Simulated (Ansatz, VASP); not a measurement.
**One calculation of Be, two programs**

The input INCAR:

```
SYSTEM = Be
PREC     = Accurate       ! precision mode
ENCUT    = 520            ! plane-wave cutoff, eV
EDIFF    = 1E-6           ! SCF threshold, eV
ISMEAR   = -1             ! smearing method
SIGMA    = 0.1            ! smearing width, eV
LREAL    = .False.        ! projectors in reciprocal space
LASPH    = .True.         ! aspherical terms in the spheres
NELM     = 100            ! most SCF steps
ALGO     = Normal         ! electronic algorithm
ISIF     = 2              ! what is computed and relaxed
LWAVE    = .False.        ! write WAVECAR
LCHARG   = .False.        ! write CHGCAR
GGA      = PE             ! functional
NBANDS   = 7              ! bands
```

KPOINTS

```
Automatic mesh
0
Gamma
  20 20 20
  0 0 0
```

File POSCAR:

```
Be
1.0
   -1.1985605952      1.1985605952      1.1985605952
    1.1985605952     -1.1985605952      1.1985605952
    1.1985605952      1.1985605952     -1.1985605952
Be
1
Direct
    0.0000000000      0.0000000000      0.0000000000
```

Input for Ansatz:

```yaml
crystal:
  lattice:
    - [-1.1985605952, 1.1985605952, 1.1985605952]
    - [1.1985605952, -1.1985605952, 1.1985605952]
    - [1.1985605952, 1.1985605952, -1.1985605952]
  atoms:
    - { symbol: Be, position: [0.0, 0.0, 0.0] }
hamiltonian:
  xc: pbe
  pseudopotentials:
    kind: paw
    azcp:
      Be: "pseudopotentials/Be.paw.azcp"
basis:
  ecutwfc: 420
  fft_grid_basis: typed
kpoints:
  mp_grid: { grid: [20, 20, 20], shift: [0, 0, 0] }
magnetization:
  spin_polarized: false
scf:
  occupations: { method: fermi_dirac, width: 0.1 }
  lower_state_search: "off"
output:
  stress: true
```

Alike in both runs: task single point; functional PBE; k mesh 20 × 20 × 20; occupations fermi-dirac, width 0.1 eV; no spin polarisation.

|  | VASP | Ansatz |
| --- | --- | --- |
| version | VASP 6.6.1 | Ansatz 0.2.0 |
| potentials or method | VASP PAW PBE potentials, release 64 (Be) | plane waves (420 eV) with PAW, scalar-relativistic |
| plane-wave cutoff (eV) | 520 | 420 |
| valence electrons in the cell | 2 | 2 |

|  | VASP | Ansatz | Ansatz less VASP |
| --- | --- | --- | --- |
| pressure (GPa) | 19.6 | 19.4 | -0.22 |

With one functional, cell and mesh, what is left measures potentials, basis and numerics.

Caveats: so large a pressure means that the cell lies far from this level's equilibrium, or that cutoff or potentials fall short (VASP).
